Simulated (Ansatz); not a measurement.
# A convergence test on MgO (Periclase): k mesh of the density

Wanted: the cheapest k mesh of the density that holds the PBE gap of MgO (Periclase).

Program: Ansatz 0.2.0. Level of theory: DFT, PBE, plane waves, PAW. Results are calculated unless marked as measured.

The database entry behind the starting cell differs from later determinations by our own check (about 0.1 % long), so it need not match the best structure at ambient conditions.

## Step 1: Starting point

Symmetry: Fm-3m, No. 225, cubic system. The conventional cell has a = 4.217 Å, b = 4.217 Å, c = 4.217 Å, α = 90.00°, β = 90.00°, γ = 90.00°. Nearest to Mg lie 6 O at 2.11 Å. Nearest to O lie 6 Mg at 2.11 Å. Farther neighbours and most contacts between anions are not listed.

As a file:

```cif
data_structure
_symmetry_space_group_name_H-M 'Fm-3m'
_symmetry_Int_Tables_number 225
_cell_length_a 4.2170
_cell_length_b 4.2170
_cell_length_c 4.2170
_cell_angle_alpha 90.000
_cell_angle_beta 90.000
_cell_angle_gamma 90.000
_cell_volume 74.99
loop_
_atom_site_label
_atom_site_type_symbol
_atom_site_symmetry_multiplicity
_atom_site_Wyckoff_symbol
_atom_site_fract_x
_atom_site_fract_y
_atom_site_fract_z
_atom_site_occupancy
Mg1 Mg 4 a 0.00000 0.00000 0.00000 1
O1 O 4 b 0.50000 0.00000 0.00000 1
```

The cell and positions come from the Crystallography Open Database and are kept as given unless a step says otherwise. The default PAW set here is soft_2. Its files were made with PBE.

## Step 2: k mesh of the density: 4×4×4

The input, input.yaml:

```yaml
crystal:
  lattice:
    - [0.0, 2.1085, 2.1085]
    - [2.1085, 0.0, 2.1085]
    - [2.1085, 2.1085, 0.0]
  atoms:
    - { symbol: Mg, position: [0.0, 0.0, 0.0] }
    - { symbol: O, position: [0.5, 0.5, 0.5] }
kpoints:
  mp_grid: { grid: [4, 4, 4] }
  band_path:
    path:
      - [0.0, 0.0, 0.0]
      - [0.5, 0.0, 0.5]
      - [0.625, 0.25, 0.625]
      - [0.375, 0.375, 0.75]
      - [0.5, 0.5, 0.5]
      - [0.5, 0.25, 0.75]
    npoints: 1
hamiltonian:
  xc: pbe
scf:
  occupations: { method: fixed }
  n_extra_bands: 4
output:
  eigenvalues: true
```

Started as:

```sh
ansatz run input.yaml --threads 3 --pin off --max-ram 92160MiB --backend cuda --events-out ev --progress --plain --runs-dir out --devices 1 --max-vram 13GiB  # rebuilt from the run's record
```

Numbers of over 12 decimals in the logs are rounded to 6 here.

The program printed:

```text
scf.n_extra_bands = 4 over 8 filled bands (N_el = 16.0): the run solves 12 bands
GPUs: using 1 of 1 available (devices: 1).
Engine: ansatz 0.2.0, x86_64-unknown-linux-gnu
Pseudopotentials: kind: paw
Pseudopotential: Mg, paw, valence charge 10, recommended cutoff 420 eV (normal), Mg.paw.azcp
Pseudopotential: O, paw, valence charge 6, recommended cutoff 420 eV (normal), O.paw.azcp
Functional definition: PBE
  parameter kappa = 0.804
  parameter beta = 0.066725
  exchange = pbe_x(kappa = kappa, mu = beta*pi^2/3)
  correlation = pbe_c(beta = beta)
device memory: the entry about to start is reckoned to put 1.2 GiB on a device that reports 39.1 GiB free (of which the cap on the GPU budget leaves the run 13.0 GiB)
GPU FFT provider: cuFFT
GPU libraries: cuBLAS 13.8.2, cuFFT 12.4.0, cuSOLVER 12.3.4
Crystal: 2 atoms, lattice volume = 18.748 Å³
Basis set: ecut = 420 eV, 339 PW (Γ)
Bands: 12, of which v1, the nominal top of the filled ones, is band 8 counted from 1 (7 counted from 0)
Symmetry: 48 space group operations
Space group: Fm-3m (ITA 225), of the structure as read, at distance tolerance 2.7e-5 Å
k-points: 8 of 64
Non-local potential: Mg, projectors of the file, l = 0: 3, l = 1: 2, l = 2: 1
Non-local potential: O, projectors of the file, l = 0: 2, l = 1: 2, l = 2: 1
PAW form: soft (Blöchl's): semilocal exchange-correlation on the pseudo side does not see the compensation charge
PAW one-centre angular grid: Mg, 110 points (default); XC on 64 Gauss nodes
PAW one-centre angular grid: O, 110 points (default); XC on 64 Gauss nodes
Initial density: superposition of atomic densities (neutral atoms: chi_scale 0, normalization atom), corrected by the library's trained network
Initial wavefunctions: pseudopotential atomic-orbital guess
GPU buffer pool allocated for 8000 grid points (all kernels)
GPU transforms: local potential and band sums: pruned to the plane-wave sphere, on 20×20×20
Functional: x = pbe(κ = 0.804, μ = 0.219515), c = pbe(β = 0.066725)
SCF iter   1: F=—  HF=-2494.119868 eV  |F-HF|=—  |Δ(HF+E_count)|=         —  Δρ=1.09e-3  dr2=1.64e-4  ethr=1.77e-3  ⟨swp⟩=4.5  Hψ=506  notcnv=0  defer=11
preconditioner: auto → none  [insulator: Δε(μ)=4.708 eV  Ē_g=18.532 eV  n_scr=8 (ndim 8)  ℏωp=24.3 eV  f_vac=0.000  ε∞_Penn≈2.7]
SCF iter   2: F=—  HF=-2494.119938 eV  |F-HF|=—  |Δ(HF+E_count)|=   7.02e-5  Δρ=7.98e-4  dr2=6.58e-5  ethr=1.02e-6  ⟨swp⟩=2.4  Hψ=237  notcnv=0  defer=14
SCF iter   3: F=—  HF=-2494.119974 eV  |F-HF|=—  |Δ(HF+E_count)|=   3.61e-5  Δρ=2.72e-4  dr2=3.17e-6  ethr=4.12e-7  ⟨swp⟩=2.0  Hψ=117  notcnv=0  defer=11
SCF iter   4: F=—  HF=-2494.120001 eV  |F-HF|=—  |Δ(HF+E_count)|=   2.62e-5  Δρ=7.20e-5  dr2=3.17e-7  ethr=1.98e-8  ⟨swp⟩=2.0  Hψ=160  notcnv=0  defer=14
SCF iter   5: F=—  HF=-2494.120001 eV  |F-HF|=—  |Δ(HF+E_count)|=   2.20e-7  Δρ=4.37e-5  dr2=1.88e-7  ethr=1.98e-9  ⟨swp⟩=2.0  Hψ=128  notcnv=0  defer=14
SCF iter   6: F=-2494.120001 eV  HF=-2494.120001 eV  |F-HF|=4.95e-10  |Δ(HF+E_count)|=   8.86e-8  Δρ=2.86e-6  dr2=7.28e-10  ethr=6.25e-10  ⟨swp⟩=3.5  Hψ=431  notcnv=0
SCF 1 converged in 6 iterations: F = -2494.120001 eV  dr2 = 7.28e-10
[...]
device memory: the entry about to start is reckoned to put 0.6 GiB on a device that reports 39.1 GiB free (of which the cap on the GPU budget leaves the run 13.0 GiB)
NSCF: frozen V_eff on 6 k-points
SCF converged after 6 iterations
Free energy (F): -2494.120001 eV
Harris-Foulkes:  -2494.120001 eV  (|F-HF|=4.95e-10)
Internal energy: -2494.120001 eV  (E = F + TS)
E sigma→0 (E₀):  -2494.120001 eV
Fermi energy:    8.106370 eV
--- Per-component energies (eV) ---
  E_band       = -293.199804
  E_kinetic    = 255.809212
  E_local      = -1604.726617  (includes V_loc(G=0)·N_el)
  E_nonlocal   = 142.808296
  E_hartree    = 555.217811
  E_xc         = -105.259506
  E_vxc        = -134.889137  (∫ρ·V_xc dr)
  E_paw        = -450.114844  (= ΣΔE_a)
  E_vpaw       = -62.638894  (= ΣTr[D̂ρ^β])
  E_aug_tail   = 0.002523  (compensation charges beyond the density's cutoff)
  E_ewald      = -1287.856876
  E_smearing   = -0.000000  (= −TS)
  E_closure    = -0.000000  (closes the sum)
  Σ components = -2494.120001   (vs F -2494.120001, Δ=0.00e0)
--- Band table (eV; the first three rows and the last of 8) ---
  k-point 0: bands = [... 4 lower, -9.1299, 8.1064, 8.1064, 8.1064, 12.8079, 23.8953, 23.8953, 23.8953]
  k-point 1: bands = [... 4 lower, -8.5283, 5.4576, 7.7689, 7.7689, 15.1715, 20.6631, 24.7412, 24.7412]
  k-point 2: bands = [... 4 lower, -7.8188, 3.5104, 7.4592, 7.4592, 15.9924, 20.6756, 24.4036, 24.4036]
  k-point 7: bands = [... 4 lower, -7.5371, 5.1809, 5.1809, 6.3452, 19.7377, 19.7377, 20.2356, 23.5890]
```

Run time: 2.6 s. Hardware: 1 × NVIDIA H100 80GB HBM3 (shared by 6 runs) with 3 threads of AMD EPYC 7R13 (Zen 3), shared host; peak memory 0.86 GiB.

Reading the cycles: dr2 is the Hartree energy of the density residual (eV), the measure of convergence; HF is the Harris–Foulkes estimate of the energy, which meets the free energy F at convergence.

This step gave:

```
gap                  : 4.701 eV
valence top at       : Γ
conduction bottom at : Γ
least direct gap     : 4.701 eV
```

The gap is direct, at Γ.

## Step 3: k mesh of the density: 6×6×6

Edit input.yaml of step 2 so:

```diff
@@ -9,3 +9,3 @@
 kpoints:
-  mp_grid: { grid: [4, 4, 4] }
+  mp_grid: { grid: [6, 6, 6] }
   band_path:
@@ -26 +26,5 @@
   eigenvalues: true
+  write_density: true
+  write_potential: true
+  elf: true
+  volumetric_format: npy
```

The program printed:

```text
[...]
GPUs: using 1 of 1 available (devices: 1).
[...]
GPU FFT provider: cuFFT
GPU libraries: cuBLAS 13.8.2, cuFFT 12.4.0, cuSOLVER 12.3.4
Crystal: 2 atoms, lattice volume = 18.748 Å³
Basis set: ecut = 420 eV, 339 PW (Γ)
Bands: 12, of which v1, the nominal top of the filled ones, is band 8 counted from 1 (7 counted from 0)
[... 1 set-up line as in the run before ...]
[...]
k-points: 16 of 216
[...]
Fermi energy:    8.092086 eV
[...]
--- Band table (eV; the first three rows and the last of 16) ---
  k-point 0: bands = [... 4 lower, -9.1424, 8.0921, 8.0921, 8.0921, 12.8009, 23.8929, 23.8929, 23.8929]
  k-point 1: bands = [... 4 lower, -8.8526, 6.5895, 7.9194, 7.9194, 14.2224, 21.5566, 24.4591, 24.4591]
  k-point 2: bands = [... 4 lower, -8.2037, 4.4427, 7.5973, 7.5973, 15.7494, 20.3929, 24.6654, 24.6654]
  k-point 15: bands = [... 4 lower, -7.5676, 4.5748, 5.8768, 6.4356, 18.6455, 19.4832, 20.5487, 24.5656]
[key lines of the parts left out:]
SCF converged after 6 iterations
Free energy (F): -2494.132437 eV
```

Elapsed: 3.3 s, on 1 × NVIDIA H100 80GB HBM3 (shared by 6 runs) with 3 threads; peak memory 0.86 GiB; 2.8 s of CPU time.

This step gave:

| Property | Result |
| --- | --- |
| gap | 4.709 eV |
| valence top at | Γ |
| conduction bottom at | Γ |
| least direct gap | 4.709 eV |

The gap is 4.709 eV, +0.007 eV from the run before at this level.

## Step 4: k mesh of the density: 10×10×10 (the default)

input.yaml, the sections that differ from step 3:

```yaml
kpoints:
  mp_grid: { grid: [10, 10, 10] }
  band_path:
    path:
      - [[0.0, 0.0, 0.0], [0.5, 0.0, 0.5], [0.625, 0.25, 0.625]]
      - [[0.375, 0.375, 0.75], [0.0, 0.0, 0.0], [0.5, 0.5, 0.5], [0.5, 0.25, 0.75], [0.5, 0.0, 0.5]]
    npoints: 10
scf:
  occupations: { method: fermi_dirac, width: 0.02 }
  n_extra_bands: 4
# crystal, hamiltonian, output: as in step 3
```

The program printed:

```text
[...]
GPUs: using 1 of 1 available (devices: 1).
[...]
GPU FFT provider: cuFFT
GPU libraries: cuBLAS 13.8.2, cuFFT 12.4.0, cuSOLVER 12.3.4
Crystal: 2 atoms, lattice volume = 18.748 Å³
Basis set: ecut = 420 eV, 339 PW (Γ)
Bands: 12, of which v1, the nominal top of the filled ones, is band 8 counted from 1 (7 counted from 0)
[... 1 set-up line as in the run before ...]
[...]
k-points: 47 of 1000
[...]
Fermi energy:    10.458741 eV
[...]
--- Band table (eV; the first three rows and the last of 47) ---
  k-point 0: bands = [... 4 lower, -9.1430, 8.0913, 8.0913, 8.0913, 12.8005, 23.8928, 23.8928, 23.8928]
  k-point 1: bands = [... 4 lower, -9.0346, 7.4422, 8.0243, 8.0243, 13.4282, 22.6385, 24.1302, 24.1302]
  k-point 2: bands = [... 4 lower, -8.7371, 6.1283, 7.8551, 7.8551, 14.6247, 21.1233, 24.6096, 24.6096]
  k-point 46: bands = [... 4 lower, -7.5584, 4.7914, 5.5906, 6.3718, 19.0942, 19.9089, 20.2628, 23.9923]
[key lines of the parts left out:]
SCF converged after 6 iterations
Free energy (F): -2494.132804 eV
```

It took 5 s on 1 × NVIDIA H100 80GB HBM3 (shared by 6 runs) with 3 threads; peak memory 0.87 GiB; 4.1 s of CPU time.

This step gave:

| Item | Value |
| --- | --- |
| gap | 4.709 eV |
| valence top at | Γ |
| conduction bottom at | Γ |
| least direct gap | 4.709 eV |

The gap is 4.709 eV, as in the run before at this level.

## Step 5: k mesh of the density: 14×14×14

input.yaml, the sections that differ from step 4:

```yaml
kpoints:
  mp_grid: { grid: [14, 14, 14] }
  band_path:
    path:
      - [0.0, 0.0, 0.0]
      - [0.5, 0.0, 0.5]
      - [0.625, 0.25, 0.625]
      - [0.375, 0.375, 0.75]
      - [0.5, 0.5, 0.5]
      - [0.5, 0.25, 0.75]
    npoints: 1
scf:
  occupations: { method: fixed }
  n_extra_bands: 4
# crystal, hamiltonian, output: as in step 4
```

The program printed:

```text
[...]
GPUs: using 1 of 1 available (devices: 1).
[...]
GPU FFT provider: cuFFT
GPU libraries: cuBLAS 13.8.2, cuFFT 12.4.0, cuSOLVER 12.3.4
Crystal: 2 atoms, lattice volume = 18.748 Å³
Basis set: ecut = 420 eV, 339 PW (Γ)
Bands: 12, of which v1, the nominal top of the filled ones, is band 8 counted from 1 (7 counted from 0)
[... 1 set-up line as in the run before ...]
[...]
k-points: 104 of 2744
[...]
Fermi energy:    8.091358 eV
[...]
--- Band table (eV; the first three rows and the last of 104) ---
  k-point 0: bands = [... 4 lower, -9.1430, 8.0914, 8.0914, 8.0914, 12.8005, 23.8928, 23.8928, 23.8928]
  k-point 1: bands = [... 4 lower, -9.0871, 7.7379, 8.0566, 8.0566, 13.1443, 23.1336, 24.0183, 24.0183]
  k-point 2: bands = [... 4 lower, -8.9266, 6.9099, 7.9604, 7.9604, 13.9290, 21.9163, 24.3381, 24.3381]
  k-point 103: bands = [... 4 lower, -7.5554, 4.8938, 5.4683, 6.3532, 19.2830, 20.0564, 20.1228, 23.8036]
[key lines of the parts left out:]
SCF converged after 6 iterations
Free energy (F): -2494.132804 eV
```

It took 6 s on 1 × NVIDIA H100 80GB HBM3 (shared by 6 runs) with 3 threads; peak memory 0.87 GiB.

This step gave:

```yaml
gap: 4.709 eV
valence_top_at: Γ
conduction_bottom_at: Γ
least_direct_gap: 4.709 eV
```

The gap is 4.709 eV, as in the run before at this level.

## Step 6: The series

Differences are against the last row; a negative gap means that bands overlap, and a run with a band path holds that path's time. Times are wall times on 1 × NVIDIA H100 80GB HBM3 (shared by 6 runs) with 3 threads of AMD EPYC 7R13 (Zen 3), shared host, good to a factor of about two.

```csv
k mesh of the density,gap (eV),direct gap (eV),gap error (eV),energy error (meV/atom),irreducible k,time
4×4×4,4.701,4.701,−0.008,+6.4,8,2.6 s
6×6×6,4.709,4.709,−0.0004,+0.2,16,3.3 s
10×10×10,4.709,4.709,+0.000,+0.0,47,5 s
14×14×14,4.709,4.709,+0.000,+0.0,104,6 s
```

## Step 7: Outcome

| Property | Result |
| --- | --- |
| 4×4×4 | 4.701 eV |
| 6×6×6 | 4.709 eV |
| 10×10×10 | 4.709 eV |
| 14×14×14 | 4.709 eV |

The gap holds to 0.02 eV from 4×4×4 on, the cheapest setting tried. At 4×4×4 the gap is off by −0.008 eV and the energy by +6 meV/atom. The gap is read over the mesh and added points near the edges, so meshes differ mainly through the density and, for a hybrid, the exchange operator.

[Paths, hosts, dates, memory and timing lines, banners, echoed tables and standing remarks are left out of the program output.]

[Logs are printed without paths, hosts, clocks, repeated set-up lines and the standing remarks that a program may print on its own settings, such as how far it seeks lower states.]

[Runs of the session that timed out or met a known fault of the program may be left out.]

[Cells called generated may have been cut or substituted from an entry of the Crystallography Open Database or the Materials Project.]

[Hosts, paths, dates, database ids (printed as entryN), source tags and the programs' standing remarks are cut or masked in the printed files.]
